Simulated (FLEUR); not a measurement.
Crystal: Co.

```xyz
2
Lattice="2.4874 0.0000 0.0000 -1.2437 2.1541 0.0000 0.0000 0.0000 4.0633" Properties=species:S:1:pos:R:3 pbc="T T T"
Co    0.0000    1.4361    3.0074
Co    1.2437    0.7180    1.0559
```

Base run:

* Program: FLEUR MaX-R8.1 (later development tree)
* Functional: PBEsol
* Potentials or basis: all-electron
* Basis: FLAPW
* Kmax: 4.67 1/bohr
* k mesh: 12 × 12 × 7
* Occupations: fermi-dirac, width 0.05 eV
* Spin: collinear spin, ferromagnetic start
* Starting moments: [2.0, 2.0] μB

Its results: net moment 3.26 μB per cell; site moments Co +1.70 μB.

After a change of settings the same cell gave: net moment 3.59 μB per cell; site moments Co +1.93 μB. Which change was it?
A. functional from PBEsol to LDA
B. functional from PBEsol to SCAN
C. functional from PBEsol to TPSS

B.

Caveats: the meta-GGA is that of a development version, with a GGA for the radial functions and cores and without core tails (some runs).
